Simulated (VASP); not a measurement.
Wanted: the native input for a VASP 6.6.1 run.

* Task: single point
* Functional: PBEsol
* Potentials or basis: VASP PAW PBE potentials, release 64 (Si, W_sv)
* Cutoff: 900 eV
* k mesh: 18 × 18 × 18
* Occupations: gaussian, width 0.1 eV
* Spin: no spin polarisation
* Further INCAR settings: ALGO = Normal; EDIFF = 1e-06; NBANDS = 18

The structure of Si2W lies in POSCAR:

```
Si2W
1.0
   -1.6022600000      1.6022600000      3.9092900000
    1.6022600000     -1.6022600000      3.9092900000
    1.6022600000      1.6022600000     -3.9092900000
Si W
2 1
Direct
    0.3345200000      0.3345200000      0.0000000000
    0.6654800000      0.6654800000      0.0000000000
    1.0000000000      1.0000000000      1.0000000000
```

The cell is a database's computed one.

One way to write it, as run:

INCAR

```
ALGO = Normal
EDIFF = 1E-6
ENCUT = 900
GGA = PS
ISIF = 2
ISMEAR = 0
LASPH = T
LCHARG = F
LREAL = F
LWAVE = F
NBANDS = 18
NELM = 60
PREC = Accurate
SIGMA = 0.1
```

KPOINTS

```
k-points
0
Gamma
  18 18 18
```

Potentials or basis: VASP PAW PBE potentials, release 64 (Si, W_sv).

Launch:

```bash
$ cat potpaw_PBE.64/Si/POTCAR potpaw_PBE.64/W_sv/POTCAR > POTCAR
$ mpirun -np 1 vasp_std > vasp.out
```

It gave:

The pressure is 0.0 GPa and the band gap on the k mesh is none (metal or under the smearing width).

Caveat: the PAW data sets were made with another functional, which shifts forces and pressure a little.

Run time: 6.9 min on 1 thread of Intel(R) Xeon(R) 6975P-C (Granite Rapids), on a shared host, peak memory 0.9 GiB.
